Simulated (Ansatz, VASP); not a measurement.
**InP in VASP and in Ansatz**

```
CELL_PARAMETERS angstrom
0.00000 2.93950 2.93950
2.93950 0.00000 2.93950
2.93950 2.93950 0.00000
ATOMIC_POSITIONS crystal
In 0.00000 0.00000 0.00000
P 0.75000 0.75000 0.75000
```

Alike in both runs: task single point; functional PBEsol; k mesh 10 × 10 × 10; occupations gaussian, width 0.02 eV; no spin polarisation.

|  | VASP | Ansatz |
| --- | --- | --- |
| version | VASP 6.6.1 | Ansatz 0.2.0 |
| potentials or method | VASP PAW PBE potentials, release 64 (In_d, P) | scalar-relativistic, plane waves, PAW |
| plane-wave cutoff (eV) | 520 | 600 |
| valence electrons in the cell | 18 | 18 |

VASP gave:

| Property | Result |
| --- | --- |
| gap on the k mesh at the Fermi level (eV) | 0.57 |
| least direct gap on the mesh (eV) | 0.57 |
| pressure (GPa) | 0.0 |

Task: Estimate Ansatz's values.

Result: gap on the k mesh at the Fermi level (eV): 0.56; least direct gap on the mesh (eV): 0.56; pressure (GPa): 0.0.

Ansatz warned: «pseudo_functional_mismatch».

Caveats: the PAW data sets were made with another functional, which shifts forces and pressure a little (VASP); spin-orbit coupling is left out, which moves the levels of the heavy elements. A hybrid or GW would open this gap; PBEsol tends to underestimate it.
